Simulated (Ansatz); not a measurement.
Slab: Te2Mo, a slab with vacuum.

```xyz
3
Lattice="3.5602 0.0000 0.0000 -1.7801 3.0833 0.0000 0.0000 0.0000 17.5241" Properties=species:S:1:pos:R:3 pbc="T T T"
Te    0.0000    2.0555    1.7900
Te    0.0000    2.0555   15.7341
Mo    0.0000    0.0000    0.0000
```

Base run:

| Property | Result |
| --- | --- |
| Program | Ansatz 0.2.0 |
| Functional | PBE0 |
| Potentials or basis | Ansatz PAW |
| Cutoff | 420 eV (not typed: the program's choice for these potentials) |
| k mesh | 6 × 6 × 2 |
| Occupations | fermi-dirac, width 0.05 eV |
| Spin | no spin polarisation |

Its results: band gap on the k mesh 2.11 eV, direct; largest force 0.289 eV/Å.

Problem. The run is repeated on the same cell with these changes: functional from PBE0 to HSE06. What comes out?

Solution. Band gap on the k mesh 1.46 eV, direct; largest force 0.292 eV/Å.

Caveats: spin-orbit coupling is left out, which moves the levels of the heavy elements; the PAW data sets come from PBE, with cores solved anew for the run's functional, which leaves a small shift of forces and pressure.
